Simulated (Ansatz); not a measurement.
## Bands of K

```xyz
1
Lattice="-2.6180 2.6180 2.6180 2.6180 -2.6180 2.6180 2.6180 2.6180 -2.6180" Properties=species:S:1:pos:R:3 pbc="T T T"
K     0.0000    0.0000    0.0000
```

The structure is an experimental refinement, used without relaxation.

Computed with DFT, PBE, all-electron LAPW, scalar-relativistic in Ansatz 0.2.0.

Settings: a Γ-centred 10×10×10 k mesh, Fermi–Dirac smearing of 0.08 eV, basis error target 0.5 meV/atom, no spin polarisation.

Points in fractions of the reciprocal vectors of this cell: Γ (0, 0, 0), H (0.5, -0.5, 0.5), N (0, 0, 0.5), P (0.25, 0.25, 0.25). The path joins them by straight lines in the order Γ–H–N–Γ–P–H–P–N; legs that retrace an earlier one aren't tabulated. Energies are in eV from the Fermi level.

Task: List the levels at Γ between -20 and 3 eV.

Result: -15.56 (×3), -2.19.

Task: List the levels at N between -20 and 3 eV.

Result: -15.64, -15.59, -15.56, 0.45, 0.70.

Task: List the levels at H between -20 and 3 eV.

Result: -15.61 (×3), 1.66 (×2).

Task: What is the band gap?

Result: none: with an odd electron count and no spin polarisation the bands can't all be full, a metal in this set-up (spin order or a larger cell could open a gap).
